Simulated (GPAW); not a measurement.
## InSe (GaSe-type monolayer): G0W0 with GPAW, start to end

Aim: the G0W0 gap of InSe (GaSe-type monolayer) on PBE, step by step.

Calculated with GPAW 26.7.0; PBE and many-body steps on it, plane waves.

**What was measured.**

- Gap 2.84 ± 0.05 eV: optical, A exciton (c-v at Gamma) from PL; photoluminescence; 300 K; monolayer (exfoliated monolayer) (“Indirect to direct gap crossover in two-dimensional InSe revealed by ARPES”, 2019, arxiv:1901.06943).

Most raw output is cut from this account.

## (1) Set-up

The cell holds 4 atoms: 2 In and 2 Se. Cell: a = 4.030 Å, b = 4.030 Å, c = 16.000 Å, α = 90.0°, β = 90.0°, γ = 120.0°. Vacuum lies along c.

The start is a generated structure, not a measured one.

## (2) Relaxation

This step: GPAW 26.7.0; DFT, PBE, plane waves, PAW.

A relaxation at this level of theory: leftover forces would pass straight into the levels.

File run.py:

```python
import json
import numpy as np
from gpaw.mpi import world
from ase import Atoms
from ase.constraints import FixSymmetry
from ase.filters import FrechetCellFilter
from ase.optimize import BFGS
from gpaw import GPAW, PW, FermiDirac

atoms = Atoms(['In', 'In', 'Se', 'Se'],
    cell=[[4.0301060000, 0.0000000000, 0.0000000000],
      [-2.0150530000, 3.4901741759, 0.0000000000],
      [0.0000000000, 0.0000000000, 16.0000000000]],
    scaled_positions=[[0.3333333333, 0.6666666667, 0.5887499999],
      [0.3333333333, 0.6666666667, 0.4112500001],
      [0.6666666667, 0.3333333333, 0.6557058750],
      [0.6666666667, 0.3333333333, 0.3442941250]],
    pbc=(True, True, False))
atoms.set_constraint(FixSymmetry(atoms))
atoms.calc = GPAW(mode=PW(550),
    xc='PBE',
    kpts={'size': (9, 9, 1), 'gamma': True},
    occupations=FermiDirac(0.02),
    convergence={'density': 1e-5},
    txt='relax.txt')
steps = []
opt = BFGS(FrechetCellFilter(atoms, mask=[1, 1, 0, 0, 0, 1]), logfile='bfgs.log')
opt.attach(lambda: steps.append([atoms.get_potential_energy(), atoms.cell[:], atoms.positions.copy(), atoms.get_forces()]))
converged = opt.run(fmax=0.03, steps=50)
res = {'converged': bool(converged), 'steps': steps, 'cell': atoms.cell[:], 'frac': atoms.get_scaled_positions()}

if world.rank == 0:
    with open('result.json', 'w') as f:
        json.dump(res, f, default=lambda x: x.tolist())
```

Started as:

```console
mpirun -n 16 gpaw python run.py
```

Wall time 47 s (16 MPI ranks of Arm Neoverse V2, shared host); peak memory 3.7 GiB.

The steps of the relaxation:

```csv
step,energy less that of the first step (eV),largest force (eV/Å)
1,0.0000,1.5065
2,-0.1426,1.1368
3,-0.2948,0.3740
4,-0.3023,0.3700
5,-0.3407,0.1213
6,-0.3431,0.0557
7,-0.3442,0.0609
8,-0.3454,0.1015
9,-0.3474,0.1417
10,-0.3489,0.1156
11,-0.3495,0.0440
12,-0.3497,0.0068
```

The atoms that moved most (Å):

```csv
atom,dx,dy,dz,length
Se3,0.000,0.000,0.197,0.197
Se4,0.000,0.000,-0.197,0.197
In1,0.000,0.000,-0.011,0.011
In2,0.000,0.000,0.011,0.011
```

The relaxed structure:

```
In Se
1.0
     4.06792    0.00000    0.00000
    -2.03396    3.52293    0.00000
     0.00000    0.00000   16.00000
In Se
2 2
Direct
  0.33333 0.66667 0.58804
  0.33333 0.66667 0.41196
  0.66667 0.33333 0.66804
  0.66667 0.33333 0.33196
```

## (3) Ground state

The ground-state density comes first.

File run.py:

```python
import json
import numpy as np
from gpaw.mpi import world
from ase import Atoms
from gpaw import GPAW, PW, FermiDirac

atoms = Atoms(['In', 'In', 'Se', 'Se'],
    cell=[[4.0679249113, 0.0000000000, 0.0000000000],
      [-2.0339624556, 3.5229263138, 0.0000000000],
      [0.0000000000, 0.0000000000, 16.0000000000]],
    scaled_positions=[[0.3333333333, 0.6666666667, 0.5880389516],
      [0.3333333333, 0.6666666667, 0.4119610484],
      [0.6666666667, 0.3333333333, 0.6680394308],
      [0.6666666667, 0.3333333333, 0.3319605692]],
    pbc=(True, True, False))
calc = GPAW(mode=PW(450),
    xc='PBE',
    kpts={'size': (9, 9, 1), 'gamma': True},
    occupations=FermiDirac(0.001),
    nbands=-8,
    convergence={'density': 1e-6, 'bands': -3},
    maxiter=100,
    txt='gs.txt')
atoms.calc = calc
res = {'energy': atoms.get_potential_energy()}
kpts = calc.get_ibz_k_points()
res['kpts'] = kpts
res['eigenvalues'] = [calc.get_eigenvalues(kpt=k) for k in range(len(kpts))]
res['n_electrons'] = calc.get_number_of_electrons()
calc.write('gs.gpw')

if world.rank == 0:
    with open('result.json', 'w') as f:
        json.dump(res, f, default=lambda x: x.tolist())
```

Started as:

```console
mpirun -n 16 gpaw python run.py
```

It took 4.8 s on 16 MPI ranks; peak memory 2.6 GiB; 75 s of CPU time.

This step gave:

```yaml
total_energy: -14.55 eV
gap: 1.463 eV
k_of_the_valence_top: 0.1111, 0, 0
k_of_the_conduction_bottom: 0, 0, 0
least_direct_gap: 1.525 eV
```

The gap is indirect, with the least direct gap 0.06 eV higher.

## (4) Bands along the symmetry lines

The cheap functional maps the bands first; the places of the edges decide which points the dearer methods must see.

File run.py:

```python
import json
import numpy as np
from gpaw.mpi import world
from gpaw import GPAW

path = [[0.000000, 0.000000, 0.000000],
    [0.062500, 0.000000, 0.000000],
    [0.125000, 0.000000, 0.000000],
    [0.187500, 0.000000, 0.000000],
    [0.250000, 0.000000, 0.000000],
    [0.312500, 0.000000, 0.000000],
    [0.375000, 0.000000, 0.000000],
    [0.437500, 0.000000, 0.000000],
    [0.500000, 0.000000, 0.000000],
    [0.479167, 0.041667, 0.000000],
    [0.458333, 0.083333, 0.000000],
    [0.437500, 0.125000, 0.000000],
    [0.416667, 0.166667, 0.000000],
    [0.395833, 0.208333, 0.000000],
    [0.375000, 0.250000, 0.000000],
    [0.354167, 0.291667, 0.000000],
    [0.333333, 0.333333, 0.000000],
    [0.291667, 0.291667, 0.000000],
    [0.250000, 0.250000, 0.000000],
    [0.208333, 0.208333, 0.000000],
    [0.166667, 0.166667, 0.000000],
    [0.125000, 0.125000, 0.000000],
    [0.083333, 0.083333, 0.000000],
    [0.041667, 0.041667, 0.000000],
    [0.000000, 0.000000, 0.000000]]
calc = GPAW('gs.gpw').fixed_density(kpts=path,
    symmetry='off',
    nbands=29,
    convergence={'bands': 25},
    txt='bands.txt')
res = {}
kpts = calc.get_ibz_k_points()
res['kpts'] = kpts
res['eigenvalues'] = [calc.get_eigenvalues(kpt=k) for k in range(len(kpts))]
res['n_electrons'] = calc.get_number_of_electrons()

if world.rank == 0:
    with open('result.json', 'w') as f:
        json.dump(res, f, default=lambda x: x.tolist())
```

Started as:

```console
mpirun -n 16 gpaw python run.py
```

Wall time 6.1 s (16 MPI ranks); peak memory 3.2 GiB.

Numbers from this step:

* gap: 1.454 eV
* k of the valence top: 0.0833, 0.0833, 0
* k of the conduction bottom: 0, 0, 0
* least direct gap: 1.525 eV

The gap is 1.454 eV, −0.008 eV from the run before at this level.

Electronic bands along the path, in eV, zero at the top of the highest filled band:

```csv
point,band 16,band 17,band 18,band 19,band 20,band 21,band 22,band 23
Γ,-0.56,-0.49,-0.49,-0.07,1.45,2.66,4.91,4.91
halfway,-1.72,-1.12,-0.99,-0.10,2.61,2.85,4.71,4.78
M,-1.57,-1.54,-1.40,-0.92,2.21,2.29,4.17,4.47
halfway,-2.20,-1.89,-1.35,-0.94,2.67,2.72,4.29,4.80
K,-2.75,-1.72,-1.28,-1.08,2.60,3.00,4.02,5.04
halfway,-1.66,-1.63,-1.42,-0.15,2.90,3.28,4.25,5.09
Γ,-0.56,-0.49,-0.49,-0.07,1.45,2.66,4.91,4.91
```

## (5) Empty states on the mesh, 9×9×1 mesh, 382 bands

The sums over transitions need many empty states on a uniform mesh; this step solves for them.

File run.py:

```python
import json
import numpy as np
from gpaw.mpi import world
from gpaw import GPAW

calc = GPAW('gs.gpw').fixed_density(kpts={'size': (9, 9, 1), 'gamma': True},
    parallel={'domain': 1, 'band': 1},
    txt='nscf.txt')
calc.diagonalize_full_hamiltonian(nbands=382)
calc.write('full.gpw', mode='all')
res = {}
kpts = calc.get_ibz_k_points()
res['kpts'] = kpts
res['eigenvalues'] = [calc.get_eigenvalues(kpt=k) for k in range(len(kpts))]
res['n_electrons'] = calc.get_number_of_electrons()

if world.rank == 0:
    with open('result.json', 'w') as f:
        json.dump(res, f, default=lambda x: x.tolist())
```

Started as:

```console
mpirun -n 12 gpaw python run.py
```

Run time: 1.9 min. Hardware: 12 MPI ranks; peak memory 21 GiB; 23 min of CPU time.

Numbers from this step:

```yaml
gap: 1.463 eV
k_of_the_valence_top: 0.1111, 0, 0
k_of_the_conduction_bottom: 0, 0, 0
least_direct_gap: 1.525 eV
k_points_computed: 12
lowest_point_of_the_top_converged_band_above_the_valence_top: 76.3442 eV
```

On this mesh the gap is 1.463 eV.

## (6) Screening and self-energy, 9×9×1 mesh, 173 bands, screening to 48 eV

Now the one-shot GW correction: screening in the RPA, then the self-energy of the levels asked for.

This step: G0W0 on PBE, plane waves, PAW.

File run.py:

```python
import json
import numpy as np
from gpaw.mpi import world
from gpaw.response.g0w0 import G0W0

gw = G0W0('full.gpw',
    filename='gw',
    kpts=[0, 1],
    bands=(17, 21),
    ecut=48,
    nbands=173,
    truncation='2D',
    integrate_gamma='sphere',
    q0_correction=True,
    frequencies={'type': 'nonlinear', 'domega0': 0.15, 'omega2': 15.0},
    eta=0.1,
    nblocksmax=True)
gw.calculate()
res = {mode: {k: v for k, v in r.items() if k != 'sigma_eskwn'}
       for mode, r in gw.all_results.items()}

if world.rank == 0:
    with open('result.json', 'w') as f:
        json.dump(res, f, default=lambda x: x.tolist())
```

Started as:

```console
mpirun -n 16 gpaw python run.py
```

Wall time 86 s (16 MPI ranks); peak memory 6.2 GiB; 23 min of CPU time.

Numbers from this step:

- G0W0 gap on the points computed: 2.808 eV
- least direct G0W0 gap on the computed points: 2.878 eV
- Z at the valence top: 0.7514
- Z at the conduction bottom: 0.7749
- starting gap on the mesh: 1.463 eV
- k of the valence top: 0.1111, 0, 0
- k of the conduction bottom: 0, 0, 0

The gap on the mesh goes from 1.46 eV to 2.81 eV, a correction of +1.35 eV.

Limits: finite bands, cutoff and mesh; no spin-orbit coupling. v1 is the top filled band, c1 the lowest empty one. The levels before and after the correction (eV, zero at the valence-band top of each column):

```csv
,conduction bottom,valence top
Kohn-Sham,1.46,0.00
G0W0,2.81,0.00
```

```csv
,level,energy (eV)
Kohn-Sham,Γ v2,-0.482
Kohn-Sham,Γ v1,-0.062
Kohn-Sham,Γ c1,1.463
Kohn-Sham,Γ c2,2.669
Kohn-Sham,(0.111 0 0) v2,-0.609
Kohn-Sham,(0.111 0 0) v1,0.000
Kohn-Sham,(0.111 0 0) c1,2.026
Kohn-Sham,(0.111 0 0) c2,3.243
G0W0,Γ v2,-0.331
G0W0,Γ v1,-0.070
G0W0,Γ c1,2.808
G0W0,Γ c2,3.992
G0W0,(0.111 0 0) v2,-0.480
G0W0,(0.111 0 0) v1,0.000
G0W0,(0.111 0 0) c1,3.468
G0W0,(0.111 0 0) c2,4.620
```

## (7) Where the time went

Times are wall times on the hardware named with each run, good to a factor of about two.

```csv
step,time,share,memory (GiB)
relaxation,47 s,18 %,3.7
ground state,4.8 s,2 %,2.6
bands along the symmetry lines,6.1 s,2 %,3.2
empty states on the mesh,1.9 min,44 %,21
screening and self-energy,86 s,33 %,6.2
```

## (8) Summary of results

- PBE gap: 1.45 eV, indirect
- G0W0 gap on the mesh: 2.81 eV
- GW settings: 9×9×1 mesh, 173 bands, screening to 48 eV, full frequency, Hilbert transform
- known limits: not at the basis limit; no spin-orbit coupling

In words: G0W0 moves the gap on the mesh from 1.46 eV to 2.81 eV (+1.35 eV), with Z of 0.75 and 0.77 at the edges. Only 2 of the mesh's irreducible points were corrected, so a valley elsewhere could overtake. Against experiment, by G0W0@PBE: the direct gap of 2.88 eV lies +0.04 eV from the measured 2.84 ± 0.05 eV (exciton, 300 K, 2019). An exciton line or allowed optical edge lies below the quasiparticle gap by the binding energy; a forbidden edge can push the onset above it. The computed sheet is free-standing; a substrate or cover screens it further and lowers both gap and binding, while the exciton line moves little. The calculation has static nuclei and no excitons; a measured gap holds zero-point and thermal motion, which mostly lowers it. Bands and cutoff are finite, so the gap is not at the basis limit. The miss can reach some tenths of an eV and take either sign; the mesh is an error of its own. These stock PAW sets were not made for GW; the filled d or f shell of Se lies in the frozen core, which bears on start and correction. In the G0W0 run levels were corrected at 2 k points alone, so a gap called «on the mesh» is the least over those, and an edge elsewhere would be missed. The many-body steps are scalar-relativistic: spin-orbit coupling is not in them.

[Paths, hosts, dates, memory and timing lines, banners, echoed tables and standing remarks are left out of the program output.]

[Logs are printed without paths, hosts, clocks, repeated set-up lines and the standing remarks that a program may print on its own settings, such as how far it seeks lower states.]

[Runs of the session that timed out or met a known fault of the program may be left out.]

[Hosts, paths, dates, database ids (printed as entryN), source tags and the programs' standing remarks are cut or masked in the printed files.]
